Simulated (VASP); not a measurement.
# BeSe (F-43m) in VASP: further runs

The runs below take BeSe through single point, with LDA, r2SCAN.

All numbers are computed with VASP 6.6.1; they aren't measurements. Logs are shortened: lines on timing, memory, paths and dates and some standing lists are left out, and cuts for length are marked.

### Step 1. Starting point

It takes space group F-43m (No. 216, cubic). The conventional cell has a = 5.177 Å, b = 5.177 Å, c = 5.177 Å, α = 90.00°, β = 90.00°, γ = 90.00°. Around Be (site symmetry -43m) lie 4 Se at 2.24 Å. Se (site symmetry -43m) is surrounded by 4 Be at 2.24 Å.

The cell comes from a database or a generator and needn't be the stable form of this composition.

### Step 2. Single point, LDA

Input file INCAR:

```
SYSTEM = BeSe
ALGO = Normal ; EDIFF = 1E-6
ENCUT = 520 ; ISIF = 2
ISMEAR = -1 ; LASPH = .TRUE.
LCHARG = .FALSE. ; LREAL = .FALSE.
LWAVE = .FALSE. ; NBANDS = 11
NELM = 80 ; PREC = Accurate
SIGMA = 0.05
```

Input file KPOINTS:

```
k-points
0
G
  14 14 14
  0 0 0
```

Input file POSCAR:

```
BeSe
1.0
    0.0000000000      2.5885384557      2.5885384557
    2.5885384557      0.0000000000      2.5885384557
    2.5885384557      2.5885384557      0.0000000000
Be Se
1 1
Direct
    0.0000000000      0.0000000000      0.0000000000
    0.2500000000      0.2500000000      0.2500000000
```

Potentials or basis: VASP PAW LDA potentials, release 64 (Be, Se).

Launch:

```sh
> cat potpaw_LDA.64/Be/POTCAR potpaw_LDA.64/Se/POTCAR > POTCAR
> mpirun -np 1 vasp_std > vasp.out
```

OUTCAR:

```text
SYSTEM = BeSe
   EDIFF = 1E-6
   ENCUT = 520
   ISIF = 2
   ISMEAR = -1
   LASPH = .TRUE.
   LREAL = .FALSE.
   NELM = 80
   PREC = Accurate

 ion  position               nearest neighbor table
   1  0.000  0.000  0.000-   2 2.24   2 2.24   2 2.24   2 2.24
   2  0.250  0.250  0.250-   1 2.24   1 2.24   1 2.24   1 2.24

  LATTYP: Found a face centered cubic cell.
 ALAT       =     5.1770769114

  Lattice vectors:

 A1 = (   0.0000000000,   2.5885384557,   2.5885384557)
 A2 = (   2.5885384557,   0.0000000000,   2.5885384557)
 A3 = (   2.5885384557,   2.5885384557,   0.0000000000)

Analysis of symmetry for initial positions (statically):
=====================================================================
 Subroutine PRICEL returns:
 Original cell was already a primitive cell.

 Routine SETGRP: Setting up the symmetry group for a
 face centered cubic supercell.

 Subroutine GETGRP returns: Found 24 space group operations
 (whereof 24 operations were pure point group operations)
 out of a pool of 48 trial point group operations.

The static configuration has the point symmetry T_d .

Analysis of symmetry for dynamics (positions and initial velocities):
=====================================================================
 Subroutine PRICEL returns:
 Original cell was already a primitive cell.

 Routine SETGRP: Setting up the symmetry group for a
 face centered cubic supercell.

 Subroutine GETGRP returns: Found 24 space group operations
 (whereof 24 operations were pure point group operations)
 out of a pool of 48 trial point group operations.

The dynamic configuration has the point symmetry T_d .

 Subroutine INISYM returns: Found 24 space group operations
 (whereof 24 operations are pure point group operations),
 and found     1 'primitive' translations

----------------------------------------------------------------------------------------

                                     Primitive cell

  volume of cell :      34.6892

  direct lattice vectors                    reciprocal lattice vectors
     0.000000000  2.588538456  2.588538456    -0.193159193  0.193159193  0.193159193
     2.588538456  0.000000000  2.588538456     0.193159193 -0.193159193  0.193159193
     2.588538456  2.588538456  0.000000000     0.193159193  0.193159193 -0.193159193

  length of vectors
     3.660746191  3.660746191  3.660746191     0.334561537  0.334561537  0.334561537

  position of ions in fractional coordinates (direct lattice)
     0.000000000  0.000000000  0.000000000
     0.250000000  0.250000000  0.250000000

  ion indices of the primitive-cell ions
   primitive index   ion index
                 1           1
                 2           2

----------------------------------------------------------------------------------------

 KPOINTS: k-points

Automatic generation of k-mesh.
 Grid dimensions read from file:
 generate k-points for:   14   14   14

 Generating k-lattice:

  Cartesian coordinates                     Fractional coordinates (reciprocal lattice)
    -0.013797085  0.013797085  0.013797085     0.071428571  0.000000000  0.000000000
     0.013797085 -0.013797085  0.013797085     0.000000000  0.071428571  0.000000000
     0.013797085  0.013797085 -0.013797085     0.000000000  0.000000000  0.071428571

  Length of vectors
     0.023897253  0.023897253  0.023897253

  Shift w.r.t. Gamma in fractional coordinates (k-lattice)
     0.000000000  0.000000000  0.000000000

 Subroutine IBZKPT returns following result:
 ===========================================

 Found    104 irreducible k-points:

 Following reciprocal coordinates:
            Coordinates               Weight
  0.000000  0.000000  0.000000      1.000000
  0.071429  0.000000  0.000000      8.000000
  0.142857  0.000000  0.000000      8.000000
  0.214286  0.000000  0.000000      8.000000
  0.285714  0.000000  0.000000      8.000000
  0.357143  0.000000  0.000000      8.000000
[... 16 lines left out ...]
  0.214286  0.142857  0.000000     24.000000
  0.285714  0.142857  0.000000     24.000000
 [... further k-points ...]
   k-points           NKPTS =    104   k-points in BZ     NKDIM =    104   number of bands    NBANDS=     11
   number of dos      NEDOS =    301   number of ions     NIONS =      2
   total plane-waves  NPLWV =  21952
   dimension x,y,z NGX =    28 NGY =   28 NGZ =   28
   dimension x,y,z NGXF=    56 NGYF=   56 NGZF=   56
   ions per type =               1   1
   NGX,Y,Z   is equivalent  to a cutoff of  12.72, 12.72, 12.72 a.u.
   NGXF,Y,Z  is equivalent  to a cutoff of  25.43, 25.43, 25.43 a.u.
 SYSTEM =  BeSe
   PREC   = accura    normal or accurate (medium, high low for compatibility)
   ISTART =      0    job   : 0-new  1-cont  2-samecut
   ICHARG =      2    charge: 1-file 2-atom 10-const
   ISPIN  =      1    spin polarized calculation?
   LNONCOLLINEAR =      F non collinear calculations
   LSORBIT =      F    spin-orbit coupling
   LASPH  =      T    aspherical Exc in radial PAW
   ENCUT  =  520.0 eV  38.22 Ry    6.18 a.u.   6.81  6.81  6.81*2*pi/ulx,y,z
   NELM   =     80;   NELMIN=  2; NELMDL= -5     # of ELM steps
   EDIFF  = 0.1E-05   stopping-criterion for ELM
   LREAL  =      F    real-space projection
   EDIFFG = 0.1E-04   stopping-criterion for IOM
   NSW    =      0    number of steps for IOM
   IBRION =     -1    ionic relax: 0-MD 1-quasi-New 2-CG
   NFREE  =      0    steps in history (QN), initial steepest desc. (CG)
   ISIF   =      2    stress and relaxation
   ISYM   =      2    0-nonsym 1-usesym 2-fastsym
   POTIM  = 0.5000    time-step for ionic-motion
   TEBEG  =    0.0;   TEEND  =   0.0 temperature during run
   PSTRESS=    0.0 pullay stress
   NELECT =       8.0000    total number of electrons
   NUPDOWN=      -1.0000    fix difference up-down
   EMIN   =  10.00;   EMAX   =-10.00  energy-range for DOS
   EFERMI =   0.00;   METHOD = LEGACY
   ISMEAR =    -1;   SIGMA  =   0.05  broadening in eV -4-tet -1-fermi 0-gaus
   EFERMI_NEDOS =   21; number of points for ismear=-14 and -15
   IALGO  =     38    algorithm
   IMIX   =      4    mixing-type and parameters
     AMIX     =   0.40;   BMIX     =  1.00
     AMIX_MAG =   1.60;   BMIX_MAG =  1.00
  volume/ion in A,a.u.               =      17.34       117.05
  Fermi-wavevector in a.u.,A,eV,Ry     =   1.003938  1.897168 13.713195  1.007891
  Thomas-Fermi vector in A             =   2.136522
   LORBIT       =      0    0 simple, 1 ext, 2 COOP (PROOUT), +10 PAW based schemes
   GGA     = CA    functional components
   LHFCALC =     F    Hartree Fock is set to
   AEXX    =    0.0000 exact exchange contribution
   IVDW    =     0    specifies the selected vdW correction
   LEPSILON=     F    determine dielectric tensor
   LRPA    =     F    only Hartree local field effects (RPA)
 non-spin polarized calculation
  energy-cutoff  :      520.00
  volume of cell :       34.69
 maximum number of plane-waves:       950
   NGX = 13   NGY = 13   NGZ = 13

 number of electron       8.0000000 magnetization

 Free energy of the ion-electron system (eV)
  ---------------------------------------------------
  ext. energy  EPLUGINS =         0.00000000
  ---------------------------------------------------
  free energy    TOTEN  =        -9.98776829 eV

  energy without entropy =       -9.98776829  energy(sigma->0) =       -9.98776829

 E-fermi :   4.1442     XC(G=0):  -9.5934

 val. band max:        3.1343019093   @ k =   0.0000   0.0000   0.0000
 cond. band min:       5.6430102374   @ k =   0.5000   0.5000   0.0000
 fundamental gap:      2.5087083281
 Fermi energy:         4.1441591213

 k-point     1 :       0.0000    0.0000    0.0000
  band No.  band energies     occupation
      1     -10.5578      2.00000
      2       3.1343      2.00000
      3       3.1343      2.00000
      4       3.1343      2.00000
      5       7.1868      0.00000
      6       8.0768      0.00000
      7       8.0768      0.00000
      8       8.0768      0.00000
      9      14.8727      0.00000
     10      15.6265      0.00000
     11      15.6265      0.00000

 k-point     2 :       0.0714    0.0000    0.0000
  band No.  band energies     occupation
      1     -10.5087      2.00000
      2       2.6228      2.00000
      3       3.0614      2.00000
      4       3.0614      2.00000
      5       7.3953      0.00000
      6       8.1989      0.00000
      7       8.1989      0.00000
      8       8.3895      0.00000
      9      14.9455      0.00000
     10      15.1448      0.00000
     11      15.1448      0.00000

 k-point     3 :       0.1429    0.0000    0.0000
  band No.  band energies     occupation
      1     -10.3652      2.00000
      2       1.5360      2.00000
      3       2.8747      2.00000
      4       2.8747      2.00000
      5       7.5006      0.00000
      6       8.5019      0.00000
      7       8.5019      0.00000
      8       9.3935      0.00000
      9      14.5232      0.00000
     10      14.5232      0.00000
     11      15.0470      0.00000

 k-point     4 :       0.2143    0.0000    0.0000
  band No.  band energies     occupation
      1     -10.1410      2.00000
      2       0.3446      2.00000
      3       2.6400      2.00000
      4       2.6400      2.00000
      5       7.4764      0.00000
      6       8.8302      0.00000
      7       8.8302      0.00000
      8      10.6246      0.00000
      9      14.2603      0.00000
     10      14.2603      0.00000
     11      14.9698      0.00000
[... 239 lines left out ...]
 k-point    22 :       0.1429    0.1429    0.0000
  band No.  band energies     occupation
      1     -10.3010      2.00000
      2       1.7591      2.00000
      3       2.3933      2.00000
      4       2.3933      2.00000
      5       7.4163      0.00000
      6       8.8234      0.00000
      7       9.2549      0.00000
      8       9.2549      0.00000
      9      12.8568      0.00000
     10      15.8035      0.00000
     11      16.0464      0.00000

 k-point    23 :       0.2143    0.1429    0.0000
  band No.  band energies     occupation
      1     -10.1348      2.00000
      2       0.9390      2.00000
      3       2.1109      2.00000
      4       2.2120      2.00000
      5       7.3903      0.00000
      6       8.9586      0.00000
      7       9.7477      0.00000
      8       9.9215      0.00000
      9      12.6847      0.00000
     10      15.9906      0.00000
     11      16.1412      0.00000

 k-point    24 :       0.2857    0.1429    0.0000
  band No.  band energies     occupation
      1      -9.8992      2.00000
      2      -0.0653      2.00000
      3       1.8778      2.00000
      4       1.9904      2.00000
      5       7.5283      0.00000
      6       9.1070      0.00000
      7      10.0975      0.00000
      8      10.2244      0.00000
      9      13.3968      0.00000
     10      16.0169      0.00000
     11      16.2211      0.00000

 [... further k-points ...]

------------------------ aborting loop because EDIFF is reached ----------------------------------------

  FORCE on cell =-STRESS in cart. coord.  units (eV):
  Direction    XX          YY          ZZ          XY          YZ          ZX
  --------------------------------------------------------------------------------------
  -------------------------------------------------------------------------------------
  Total       -0.8577164     -0.8577164     -0.8577164     -0.0000000     -0.0000000      0.0000000
  in kB      -39.6150707    -39.6150707    -39.6150707     -0.0000000     -0.0000000      0.0000000
  external PRESSURE =     -39.6150707 kB  Pullay stress =       0.0000000 kB

 VOLUME and BASIS-vectors are now :
 -----------------------------------------------------------------------------
  energy-cutoff  :      520.00
  volume of cell :       34.69
      direct lattice vectors                 reciprocal lattice vectors
     0.000000000  2.588538456  2.588538456    -0.193159193  0.193159193  0.193159193
     2.588538456  0.000000000  2.588538456     0.193159193 -0.193159193  0.193159193
     2.588538456  2.588538456  0.000000000     0.193159193  0.193159193 -0.193159193

 POSITION                                       TOTAL-FORCE (eV/Angst)
 -----------------------------------------------------------------------------------
      0.00000      0.00000      0.00000        -0.000000     -0.000000     -0.000000
      1.29427      1.29427      1.29427         0.000000      0.000000      0.000000
 -----------------------------------------------------------------------------------
    total drift:                               -0.000000     -0.000000     -0.000000

  FREE ENERGIE OF THE ION-ELECTRON SYSTEM (eV)
  ---------------------------------------------------
  free  energy   TOTEN  =        -9.9877682866 eV

  energy  without entropy=       -9.9877682866  energy(sigma->0) =       -9.98776829
```

It took 14 s on 1 thread of Intel Xeon 6975P-C (Granite Rapids), shared host; peak memory 0.16 GiB.

Results:

* Free energy: -9.9878 eV
* Pressure: -4.0 GPa
* Band gap on the k mesh: 2.51 eV, indirect (least direct gap 4.05 eV)

Levels at points of the mesh, in eV from the valence-band top:
| k point | band 2 | band 3 | band 4 | band 5 | band 6 | band 7 |
| --- | --- | --- | --- | --- | --- | --- |
| (0.00, 0.00, 0.00) | 0.00 | 0.00 | 0.00 | 4.05 | 4.94 | 4.94 |
| (0.50, 0.00, 0.00) | -5.61 | -1.05 | -1.05 | 4.19 | 5.89 | 5.89 |
| (0.50, 0.50, 0.00) | -4.97 | -2.60 | -2.60 | 2.51 | 4.15 | 11.41 |

A k mesh can miss the band edges. Expect the measured gap to be larger: semilocal functionals such as LDA lack the derivative discontinuity.

### Step 3. Single point, r2SCAN

POSCAR is that of step 2.

Input file INCAR.step1:

```
ALGO = Normal
EDIFF = 1E-4
ENCUT = 520
GGA = PE
ISMEAR = -1
LASPH = T
LCHARG = F
LREAL = F
LWAVE = T
NBANDS = 11
NELM = 60
PREC = Accurate
SIGMA = 0.05
```

Input file INCAR.step2:

```
ALGO = Normal
EDIFF = 1E-6
ENCUT = 520
ISIF = 2
ISMEAR = -1
ISTART = 1
LASPH = T
LCHARG = F
LMIXTAU = T
LREAL = F
LWAVE = F
METAGGA = R2SCAN
NBANDS = 11
NELM = 60
PREC = Accurate
SIGMA = 0.05
```

Input file KPOINTS:

```
k-points
0
Gamma
  14 14 14
```

Potentials or basis: VASP PAW PBE potentials, release 64 (Be, Se).

Launch:

```sh
> cat potpaw_PBE.64/Be/POTCAR potpaw_PBE.64/Se/POTCAR > POTCAR
> cp INCAR.step1 INCAR
> mpirun -np 1 vasp_std > vasp.out
> cp INCAR.step2 INCAR
> mpirun -np 1 vasp_std > vasp.out
```

Wall time 65 s (1 thread of Intel Xeon 6975P-C (Granite Rapids), shared host); peak memory 0.19 GiB.

Results (log left out):

```
Free energy            : -20.5287 eV
Pressure               : -0.4 GPa
Band gap on the k mesh : 3.14 eV, indirect (least direct gap 4.97 eV)
```

Levels at points of the mesh, in eV from the valence-band top:
| k point | band 1 | band 2 | band 3 | band 4 | band 5 | band 6 | band 7 | band 8 |
| --- | --- | --- | --- | --- | --- | --- | --- | --- |
| (0.00, 0.00, 0.00) | -14.20 | 0.00 | 0.00 | 0.00 | 4.97 | 5.60 | 5.60 | 5.60 |
| (0.50, 0.00, 0.00) | -12.84 | -5.74 | -1.07 | -1.07 | 4.88 | 6.55 | 6.55 | 10.74 |
| (0.50, 0.50, 0.00) | -12.37 | -5.14 | -2.65 | -2.65 | 3.14 | 4.68 | 12.60 | 12.60 |

Caveat: the PAW data sets were made with another functional, which shifts forces and pressure a little. A k mesh can miss the band edges.
